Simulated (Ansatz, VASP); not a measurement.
One calculation of Sr, two programs

Contents of INCAR:

```
SYSTEM = Sr
PREC = Accurate
ENCUT = 520
EDIFF = 1E-6
ISMEAR = -1
SIGMA = 0.08
LREAL = .FALSE.
LASPH = .TRUE.
NELM = 80
ALGO = Normal
ISIF = 2
LWAVE = .FALSE.
LCHARG = .FALSE.
GGA = PE
NBANDS = 17
```

The input KPOINTS:

```
regular mesh
0
G
  11 11 6
  0 0 0
```

Contents of POSCAR:

```
Sr
1.0
    4.2978980819      0.0000000000      0.0000000000
   -2.1489490409      3.7220889218      0.0000000000
    0.0000000000      0.0000000000      7.0450325218
Sr
2
Direct
    0.3333333333      0.6666666667      0.2500000000
    0.6666666667      0.3333333333      0.7500000000
```

Input for Ansatz:

```yaml
crystal:
  lattice:
    - [4.2978980819, 0.0, 0.0]
    - [-2.1489490409, 3.7220889218, 0.0]
    - [0.0, 0.0, 7.0450325218]
  atoms:
    - { symbol: Sr, position: [0.3333333333, 0.6666666667, 0.25] }
    - { symbol: Sr, position: [0.6666666667, 0.3333333333, 0.75] }
kpoints:
  mp_grid: { grid: [11, 11, 6] }
scf:
  occupations: { method: fermi_dirac, width: 0.08 }
hamiltonian:
  xc: pbe
  pseudopotentials: { kind: all_electron, lapw: { basis_error: 0.001 } }
output:
  forces: true
  stress: true
  eigenvalues: true
```

Change from the starting cell: volume scaled by 1.02.

Alike in both runs: task single point; functional PBE; k mesh 11 × 11 × 6; occupations fermi-dirac, width 0.08 eV; no spin polarisation.

|  | VASP | Ansatz |
| --- | --- | --- |
| version | VASP 6.6.1 | Ansatz 0.2.0 |
| potentials or method | VASP PAW PBE potentials, release 64 (Sr_sv) | all-electron LAPW, scalar-relativistic |
| plane-wave cutoff (eV) | 520 | see its input |

```csv
,VASP,Ansatz,Ansatz less VASP
pressure (GPa),-0.2,-0.2,0.00
```

Ansatz ran all-electron here, so the differences hold the error of VASP's frozen core and of both bases.
